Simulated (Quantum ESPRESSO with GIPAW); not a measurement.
# CaO: how strain moves the 17O line

GIPAW runs (PBEsol, plane-wave PAW from pslibrary 1.0.0 recipes, cutoffs 55 and 330 Ry, one 7×7×5 mesh for all shielding runs; Quantum ESPRESSO with GIPAW, a patched development version; no spin-orbit coupling, no macroscopic shape term) on CaO, space group P6_3/mmc before straining. The cell below is strained in the basal plane, with the c axis held, and the atoms keep their fractional coordinates.

```
Ca O
1.0
     3.99198    0.00000    0.00000
    -1.99599    3.45715    0.00000
     0.00000    0.00000    4.78484
Ca O
2 2
Cartesian
  1.9960 1.1524 1.1962
  0.0000 2.3048 3.5886
  1.9960 1.1524 3.5886
  0.0000 2.3048 1.1962
```

The cell is a computed entry of the Materials Project; it need not be the form that is stable at ambient conditions.

The bonds are those of O (atom 3; bound to Ca5). One row is withheld.

| strain (%) | mean bond (Å) | σ_iso Ca (ppm) | σ_iso O (ppm) | span O (ppm) |
| --- | --- | --- | --- | --- |
| -2 | 2.3122 | 916.03 | -199.98 | 123.8 |
| -1.5 | 2.3191 | 920.35 | -197.00 | 115.9 |
| -1 | 2.3260 | 924.53 | -194.12 | 108.1 |
| 0 | 2.3398 | 932.53 | -188.52 | 92.8 |
| +0.5 | 2.3467 | 936.36 | -185.82 | 85.2 |
| +1 | 2.3537 | ? | ? | ? |
| +2 | 2.3675 | 947.19 | -178.16 | 63.1 |

**Task.** Fit σ_iso of O against strain, judge whether a straight line is enough, and predict the withheld row at +1 %.

1. With n = 6: Σx = -2.000, Σy = -1143.60, Σx² = 11.5000, Σxy = 440.350.

2. Slope b = (nΣxy − ΣxΣy)/(nΣx² − (Σx)²) = 5.46 ppm per %, intercept a = (Σy − bΣx)/n = -188.78 ppm.

3. Residuals (run less line), in the order of the table: -0.28, -0.03, +0.12, +0.26, +0.23, -0.30 ppm. They bend in one sense; the largest is 1.4 % of the range of σ, so a line serves for most purposes and a parabola takes up the rest: σ = -188.52 + 5.455 x − 0.138 x², with residuals of 0.01 ppm or less.

4. At +1 % (inside the fitted range) the line gives -183.32 ppm and the parabola -183.20 ppm.

5. The run gives:

| strain (%) | mean bond (Å) | σ_iso Ca (ppm) | σ_iso O (ppm) | span O (ppm) |
| --- | --- | --- | --- | --- |
| +1 | 2.3537 | 940.07 | -183.21 | 77.8 |

Prediction less run: the line misses by -0.11 ppm, the parabola by +0.01 ppm. By the parabola, a strain of +1 % changes σ of O by +5.32 ppm and one of −1 % by -5.59 ppm; the mean slope is +5.46 ppm per %, or 3.9 ppm for 0.01 Å of mean bond length. The shift moves the opposite way, scaled by the slope of a reference line. Over the table σ of Ca goes from 916.03 to 947.19 ppm. Zero strain is the database's lattice, not this functional's rest cell, and neither cutoff nor mesh was tested for the slopes. The omitted shape term, common to all sites, changes with strain too. This build of gipaw.x prints that it is not audited and that its numbers are no references by themselves. 17O is quadrupolar, so a real line also moves with the field gradient, which is not computed here. pw.x warned of eigenvalues not converged in some cycles of these runs, which then met the threshold.

[Banner, clock, file and message-heading lines were taken out of the pw.x and gipaw.x logs.]

[Logs are printed without paths, hosts, clocks, repeated set-up lines and the standing remarks that a program may print on its own settings, such as how far it seeks lower states.]

[Hosts, paths, dates, database ids (printed as entryN), source tags and the programs' standing remarks are cut or masked in the printed files.]
